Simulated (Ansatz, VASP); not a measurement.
**One calculation of Al2Ru, two programs**

```xyz
3
Lattice="-1.5604 1.5604 4.2218 1.5604 -1.5604 4.2218 1.5604 1.5604 -4.2218" Properties=species:S:1:pos:R:3 pbc="T T T"
Al    0.0000    0.0000    5.5660
Al    0.0000    0.0000    2.8776
Ru    0.0000    0.0000    0.0000
```

Alike in both runs: task single point; functional r2SCAN; k mesh 4 × 4 × 4; occupations gaussian, width 0.1 eV; no spin polarisation.

|  | VASP | Ansatz |
| --- | --- | --- |
| version | VASP 6.6.1 | Ansatz 0.2.0 |
| potentials or method | VASP PAW PBE potentials, release 64 (Al, Ru_pv) | scalar-relativistic, plane waves, PAW |
| plane-wave cutoff (eV) | 520 | 500 |
| valence electrons in the cell | 20 | 22 |

```csv
,VASP,Ansatz,Ansatz less VASP
gap on the k mesh at the Fermi level (eV),0.25,0.25,-0.002
least direct gap on the mesh (eV),0.84,0.83,-0.003
pressure (GPa),0.1,0.2,+0.10
largest component of the traceless stress (GPa),0.50,0.55,+0.051
rms of the force components (eV/Å),0.033,0.026,-0.0069
```

Atom by atom the forces differ by 0.007 eV/Å (rms over components). With one functional, cell and mesh, what is left measures potentials, basis and numerics. The two sets of potentials don't hold the same shells in valence.

Caveats: the k mesh is coarse (spacing up to 0.71 Å⁻¹), so the values aren't converged; the PAW data sets were made with another functional, which shifts forces and pressure a little (VASP).
